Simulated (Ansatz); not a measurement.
**Ga2O3 (Cmcm) under several functionals**

Plane-wave DFT in Ansatz with scalar-relativistic PAW potentials. The same structure was relaxed (cell and atoms, symmetry kept) in separate runs at each level. This form isn't the usual stable structure of the compound. No spin polarisation.

```tsv
level	cutoff (eV)	k mesh	V (Å³/atom)	a (Å)	b (Å)	c (Å)	gap (eV)
LDA	420	10×10×4	8.945	2.763	9.183	7.052	1.79
PBEsol	420	10×10×4	9.246	2.789	9.275	7.149	1.48
PBE	420	10×10×4	9.662	2.815	9.385	7.314	1.23
```

Q: Where does r2SCAN (500 eV, k mesh 10×10×4) fall?

A: V (Å³/atom) 9.222, a (Å) 2.773, b (Å) 9.240, c (Å) 7.197, gap (eV) 2.32. Its volume is between those of LDA and PBEsol. The usual order of volumes, LDA < PBEsol < PBE, holds here (8.945, 9.246, 9.662 Å³/atom). As a rule LDA overbinds; PBEsol, built on the gradient expansion of slowly varying densities, lies between LDA and PBE; PBE's stronger gradient term for exchange weakens bonds. r2SCAN lies 4.6 % under PBE in volume. Each gap belongs to its own cell, so it mixes the functional's effect with that of the volume; gaps are the least found on the k mesh or on a band path.